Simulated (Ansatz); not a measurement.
Mo: course of a relaxation

Theory: DFT r2SCAN, scalar-relativistic, plane waves, PAW in Ansatz. (500 eV cutoff, 18×18×18 k-mesh, Gaussian smearing of 0.10 eV, no spin polarisation)

What was changed: relaxed at -2 GPa.

Input:

```yaml
crystal:
  lattice:
    - [-1.5853538676, 1.5853538676, 1.5853538676]
    - [1.5853538676, -1.5853538676, 1.5853538676]
    - [1.5853538676, 1.5853538676, -1.5853538676]
  atoms:
    - { symbol: Mo, position: [0.0, 0.0, 0.0] }
basis:
  ecutwfc: 500
kpoints:
  mp_grid: { grid: [18, 18, 18] }
hamiltonian:
  xc: r2scan
scf:
  occupations: { method: gaussian, width: 0.1 }
output:
  forces: true
  stress: true
  eigenvalues: true
relax:
  adjacent_minimum: "off"
  f_tol: 0.008
  max_steps: 50
  cell: { stress_tol: 0.08, p_target: -2.0 }
```

F is the free energy. Steps run on the plane waves of an earlier cell, but the last one, and at times one on the way, on a freshly chosen basis, so a repeated geometry can differ a little in energy. The relaxation lowers the enthalpy F + PV at the target pressure, so F itself can rise.

At step 2 F + PV rises: a step can overshoot before the optimiser corrects it.

Steps:

| step | F − F(1) (eV) | largest force component (eV/Å) | V (Å³/atom) | P (GPa) |
| --- | --- | --- | --- | --- |
| 1 | 0.0000 | 0.000 | 15.938 | -5.00 |
| 2 | -0.0011 | 0.000 | 15.368 | 4.82 |
| 3 | -0.0041 | 0.000 | 15.760 | -2.12 |
| 4 | -0.0042 | 0.000 | 15.752 | -2.00 |
| 5 | -0.0041 | 0.000 | 15.752 | -2.00 |

Relaxed structure:

```cif
data_structure
_symmetry_space_group_name_H-M 'P 1'
_symmetry_Int_Tables_number 1
_cell_length_a 2.7352
_cell_length_b 2.7352
_cell_length_c 2.7352
_cell_angle_alpha 109.471
_cell_angle_beta 109.471
_cell_angle_gamma 109.471
_cell_volume 15.75
loop_
_atom_site_label
_atom_site_type_symbol
_atom_site_fract_x
_atom_site_fract_y
_atom_site_fract_z
_atom_site_occupancy
Mo1 Mo 0.00000 0.00000 0.00000 1
```

The structure is cubic, space group Im-3m (No. 229). The conventional cell has a = 3.158 Å, b = 3.158 Å, c = 3.158 Å, α = 90.00°, β = 90.00°, γ = 90.00°. Around Mo (site symmetry m-3m) lie 8 Mo at 2.74 Å.

The run converged. The run took about 40 core-seconds.